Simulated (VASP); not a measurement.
# Co (P6_3/mmc) in VASP: further runs, part 2 of 2

VASP 6.6.1. Earlier steps stand in the parts before.

**3. Density of states, PBEsol+rVV10+U, collinear spin, antiferromagnetic start**

Input file POSCAR:

```
Co
1.0
    2.4719999032      0.0000000000      0.0000000000
   -1.2359999516      2.1408147143      0.0000000000
    0.0000000000      0.0000000000      4.0211440800
Co
2
Direct
    0.6666666667      0.3333333333      0.7500000000
    0.3333333333      0.6666666667      0.2500000000
```

Input file INCAR.step1:

```
SYSTEM = Co
ALGO = Normal
BPARAM = 20.0
CPARAM = 0.0093
EDIFF = 1E-6
ENCUT = 520
GGA = PS
ISIF = 2
ISMEAR = -1
ISPIN = 2
IVDW_NL = 2
LASPH = .True.
LCHARG = .True.
LDAU = .True.
LDAUJ = 0
LDAUL = 2
LDAUPRINT = 1
LDAUTYPE = 2
LDAUU = 5.3
LMAXMIX = 4
LREAL = .False.
LUSE_VDW = .True.
LWAVE = .False.
MAGMOM = 2 -2
NELM = 120
NUPDOWN = 0
PREC = Accurate
SIGMA = 0.1
```

Input file KPOINTS.step1:

```
k-points
0
Gamma
  12 12 7
  0 0 0
```

Input file INCAR.step2:

```
SYSTEM = Co
ALGO = Normal
BPARAM = 20.0
CPARAM = 0.0093
EDIFF = 1E-6
ENCUT = 520
GGA = PS
ICHARG = 11
ISIF = 2
ISMEAR = -5
ISPIN = 2
IVDW_NL = 2
LASPH = .True.
LCHARG = .False.
LDAU = .True.
LDAUJ = 0
LDAUL = 2
LDAUPRINT = 1
LDAUTYPE = 2
LDAUU = 5.3
LMAXMIX = 4
LORBIT = 11
LREAL = .False.
LUSE_VDW = .True.
LWAVE = .False.
MAGMOM = 2 -2
NEDOS = 2001
NELM = 120
NUPDOWN = 0
PREC = Accurate
SIGMA = 0.1
```

Input file KPOINTS.step2:

```
k-points
0
Gamma
  18 18 11
  0 0 0
```

Potentials or basis: VASP PAW PBE potentials, release 64 (Co).

Started as:

```sh
cat potpaw_PBE.64/Co/POTCAR > POTCAR
cp INCAR.step1 INCAR
cp KPOINTS.step1 KPOINTS
mpirun -np 1 vasp_std > vasp.out
cp INCAR.step2 INCAR
cp KPOINTS.step2 KPOINTS
mpirun -np 1 vasp_std > vasp.out
```

OUTCAR:

```text
SYSTEM = Co
   BPARAM = 20.0
   EDIFF = 1E-6
   ENCUT = 520
   GGA = PS
   ICHARG = 11
   ISIF = 2
   ISMEAR = -5
   ISPIN = 2
   IVDW_NL = 2
   LASPH = .True.
   LORBIT = 11
   LREAL = .False.
   NELM = 120
   NUPDOWN = 0
   PREC = Accurate

 ion  position               nearest neighbor table
   1  0.667  0.333  0.750-   2 2.47   2 2.47   2 2.47   2 2.47   2 2.47   2 2.47
   2  0.333  0.667  0.250-   1 2.47   1 2.47   1 2.47   1 2.47   1 2.47   1 2.47

  LATTYP: Found a hexagonal cell.
 ALAT       =     2.4719999032
 C/A-ratio  =     1.6266764715

  Lattice vectors:

 A1 = (   2.4719999032,   0.0000000000,   0.0000000000)
 A2 = (  -1.2359999516,   2.1408147143,   0.0000000000)
 A3 = (   0.0000000000,   0.0000000000,   4.0211440800)

Analysis of symmetry for initial positions (statically):
=====================================================================
 Subroutine PRICEL returns:
 Original cell was already a primitive cell.

 Routine SETGRP: Setting up the symmetry group for a
 hexagonal supercell.

 Subroutine GETGRP returns: Found 24 space group operations
 (whereof 12 operations were pure point group operations)
 out of a pool of 24 trial point group operations.

The static configuration has the point symmetry D_3d.
 The point group associated with its full space group is D_6h.

Analysis of symmetry for dynamics (positions and initial velocities):
=====================================================================
 Subroutine PRICEL returns:
 Original cell was already a primitive cell.

 Routine SETGRP: Setting up the symmetry group for a
 hexagonal supercell.

 Subroutine GETGRP returns: Found 24 space group operations
 (whereof 12 operations were pure point group operations)
 out of a pool of 24 trial point group operations.

The dynamic configuration has the point symmetry D_3d.
 The point group associated with its full space group is D_6h.

Analysis of structural, dynamic, and magnetic symmetry:
=====================================================================
 Subroutine PRICEL returns:
[... 244 lines left out ...]
  free energy    TOTEN  =        -7.03320335 eV

  energy without entropy =       -7.03320335  energy(sigma->0) =       -7.03320335

 E-fermi :  10.5295     XC(G=0): -13.6336

 val. band max:       10.6171422821   @ k =   0.3889   0.0000   0.4545
 cond. band min:      10.5093971570   @ k =   0.3333  -0.0000   0.1818
 fundamental gap:     -0.1077451251
 Fermi energy:        10.5295085216

 spin component 1

 k-point     1 :       0.0000    0.0000    0.0000
  band No.  band energies     occupation
      1       1.3126      1.00000
      2       4.0291      1.00000
      3       6.3271      1.00000
      4       6.3271      1.00000
      5       6.3370      1.00000
      6       6.3370      1.00000
      7       6.6031      1.00000
      8       8.9464      1.00000
      9       8.9464      1.00000
     10      10.0179      1.00000
     11      13.5080      0.00000
     12      13.5080      0.00000
[... 745 lines left out ...]
      2       4.4153      1.00000
      3       5.4130      1.00000
      4       5.7465      1.00000
      5       6.7989      1.00000
      6       7.5766      1.00000
      7       8.4791      1.00000
      8      10.1555      1.00000
      9      10.5713      0.02096
     10      11.7149      0.00000
     11      13.0025      0.00000
     12      14.9815      0.00000
     13      19.7619      0.00000

 [... further k-points ...]

------------------------ aborting loop because EDIFF is reached ----------------------------------------

  FORCE on cell =-STRESS in cart. coord.  units (eV):
  Direction    XX          YY          ZZ          XY          YZ          ZX
  --------------------------------------------------------------------------------------
  -------------------------------------------------------------------------------------
  Total       -0.2034631     -0.2034631      5.0651044      0.0000000      0.0000000      0.0000000
  in kB      -15.3185999    -15.3185999    381.3483026      0.0000000      0.0000000      0.0000000
  external PRESSURE =     116.9037009 kB  Pullay stress =       0.0000000 kB

 VOLUME and BASIS-vectors are now :
 -----------------------------------------------------------------------------
  energy-cutoff  :      520.00
  volume of cell :       21.28
      direct lattice vectors                 reciprocal lattice vectors
     2.471999903  0.000000000  0.000000000     0.404530760  0.233555943  0.000000000
    -1.235999952  2.140814714  0.000000000     0.000000000  0.467111887  0.000000000
     0.000000000  0.000000000  4.021144080     0.000000000  0.000000000  0.248685444

 POSITION                                       TOTAL-FORCE (eV/Angst)
 -----------------------------------------------------------------------------------
      1.23600      0.71360      3.01586        -0.000000     -0.000000     -0.000000
     -0.00000      1.42721      1.00529         0.000000      0.000000      0.000000
 -----------------------------------------------------------------------------------
    total drift:                                0.000000     -0.000000     -0.000000

  FREE ENERGIE OF THE ION-ELECTRON SYSTEM (eV)
  ---------------------------------------------------
  free  energy   TOTEN  =        -7.0332033451 eV

  energy  without entropy=       -7.0332033451  energy(sigma->0) =       -7.03320335

 total charge

# of ion       s       p       d       tot
------------------------------------------
    1        0.506   0.546   7.349   8.401
    2        0.506   0.546   7.349   8.401
--------------------------------------------------
tot          1.011   1.093  14.698  16.802

 magnetization (x)

# of ion       s       p       d       tot
------------------------------------------
    1        0.010   0.004   2.011   2.024
    2       -0.010  -0.004  -2.011  -2.024
--------------------------------------------------
tot          0.000   0.000   0.000   0.000
```

Run time: 2.7 min. Hardware: 1 thread of AMD EPYC 7R43 (Zen 3), shared host; peak memory 0.22 GiB.

What came out:

* Net moment: 0.00 μB per cell
* Site moments: Co +2.02, -2.02 μB
* Valence electrons inside the program's atomic spheres: Co 8.40

Eigenvalues of the final occupation matrices:
```
    site  spin  trace               eigenvalues
site 1 d     1   4.70  0.92 0.94 0.94 0.95 0.95
site 1 d     2   2.69  0.14 0.14 0.74 0.74 0.91
site 2 d     1   2.69  0.14 0.14 0.74 0.74 0.91
site 2 d     2   4.70  0.92 0.94 0.94 0.95 0.95
```

Caveat: the PAW data sets were made with another functional, which shifts forces and pressure a little; the total moment is fixed, so each spin has its own Fermi level; the U is typed as a test and isn't derived for this compound.

**4. Relaxation of cell and atoms, PBE+U, collinear spin, ferromagnetic start (volume scaled by 0.8)**

Input file run.py:

```python
from ase.calculators.vasp import Vasp
from ase.spacegroup import crystal

atoms = crystal(
    ['Co'],
    basis=[[0.6666666667, 0.3333333333, 0.75]],
    spacegroup=194,
    setting=1,
    cellpar=[2.29480143, 2.29480143, 3.73289949, 90.0, 90.0, 120.0],
    primitive_cell=True,
)
atoms.set_initial_magnetic_moments([2.0, 2.0])
calc = Vasp(
    directory='calc',
    xc='pbe',
    pp='PBE',
    setups='recommended',
    prec='Accurate',
    encut=600,
    ediff=1e-06,
    ismear=0,
    sigma=0.01,
    lreal=False,
    lasph=True,
    nelm=150,
    algo='Normal',
    isif=3,
    lwave=False,
    lcharg=False,
    ispin=2,
    lorbit=11,
    lmaxmix=4,
    ldautype=2,
    ldauprint=1,
    ibrion=2,
    nsw=40,
    ediffg=-0.01,
    ldau_luj={'Co': {'L': 2, 'U': 8, 'J': 1.0}},
    kpts=[12, 12, 7],
    gamma=True,
)
atoms.calc = calc

print('energy (eV):', atoms.get_potential_energy())
print('free energy (eV):', atoms.get_potential_energy(force_consistent=True))
print('forces (eV/A):')
print(atoms.get_forces())
print('stress (eV/A^3, Voigt):', atoms.get_stress())
print('Fermi level (eV):', calc.get_fermi_level())
print('moment (muB):', atoms.get_magnetic_moment())
print('site moments (muB):', atoms.get_magnetic_moments())
print('cell (A, degrees):', atoms.cell.cellpar())
print('volume (A^3):', atoms.get_volume())
print('scaled positions:')
print(atoms.get_scaled_positions())
```

Started as:

```sh
python run.py
```

Run time: 9.6 min. Hardware: 1 thread of AMD EPYC 7R43 (Zen 3), shared host; peak memory 0.13 GiB.

The run converged. Its results:

| Quantity | Value |
| --- | --- |
| Free energy | -5.1498 eV |
| Relaxed volume | 13.66 Å³/atom |
| Relaxed cell | a = 2.817 Å, b = 2.817 Å, c = 3.977 Å, α = 90.00°, β = 90.00°, γ = 120.00° |
| Space group after relaxing (to 0.05 Å) | P6_3/mmc (No. 194) |
| Energy gained by relaxing | 1352.6 meV/atom |
| Ionic steps | 11 |
| Pressure after relaxing | 0.0 GPa |
| Band gap on the k mesh | none (metal or under the smearing width) |
| Net moment | 4.55 μB per cell |
| Site moments | Co +2.36 μB |
| Valence electrons inside the program's atomic spheres | Co 8.00 |

Stress tensor (GPa, compression positive):
```
 0.03  0.00  0.00
 0.00  0.03  0.00
 0.00  0.00 -0.08
```

Step by step:
```
step  energy change (eV)  largest force (eV/Å)  pressure (GPa)  volume (Å³)
   1              0.0000                0.0000           61.11        17.02
   2             -2.6089                0.0000            3.40        26.34
   3             -2.6183                0.0000            2.71        26.72
   4             -2.6861                0.0000            0.95        26.96
   5             -2.7027                0.0000            0.37        27.08
   6             -2.7043                0.0000            0.91        27.12
   7             -2.7048                0.0000            0.59        27.16
   8             -2.7049                0.0000            0.58        27.15
   9             -2.7049                0.0000            0.64        27.15
  10             -2.7052                0.0000           -0.56        27.41
  11             -2.7052                0.0000            0.00        27.32
```

Final structure:
```
CELL_PARAMETERS angstrom
2.81665 0.00000 0.00000
-1.40833 2.43929 0.00000
0.00000 0.00000 3.97702
ATOMIC_POSITIONS crystal
Co 0.66667 0.33333 0.75000
Co 0.33333 0.66667 0.25000
```

Levels at points of the mesh, in eV from the Fermi level:
Spin up:
```csv
k point,band 7,band 8,band 9,band 10,band 11,band 12,band 13,band 14,band 15
"(0.00, 0.00, 0.00)",-6.34,-5.83,-5.83,-4.67,-4.67,0.61,3.95,16.32,16.64
"(0.50, 0.00, 0.00)",-6.21,-6.15,-5.46,-4.40,-1.64,-0.52,7.45,7.98,9.20
```
Spin down:
| k point | band 3 | band 4 | band 5 | band 6 | band 7 | band 8 | band 9 | band 10 | band 11 | band 12 |
| --- | --- | --- | --- | --- | --- | --- | --- | --- | --- | --- |
| (0.00, 0.00, 0.00) | -4.36 | -3.07 | -3.07 | -1.53 | 0.56 | 0.62 | 0.62 | 1.06 | 1.06 | 2.89 |
| (0.50, 0.00, 0.00) | -4.04 | -3.21 | -2.77 | -2.51 | -0.95 | 1.94 | 2.08 | 2.34 | 3.92 | 4.45 |

Eigenvalues of the final occupation matrices:
| site | spin | trace | eigenvalues |
| --- | --- | --- | --- |
| site 1 d | 1 | 4.80 | 0.96 0.96 0.96 0.96 0.96 |
| site 1 d | 2 | 2.38 | 0.11 0.20 0.20 0.93 0.93 |
| site 2 d | 1 | 4.80 | 0.96 0.96 0.96 0.96 0.96 |
| site 2 d | 2 | 2.38 | 0.11 0.20 0.20 0.93 0.93 |

Caveat: the U is typed as a test and isn't derived for this compound. The state reached can hang on the start; a lower one may exist.
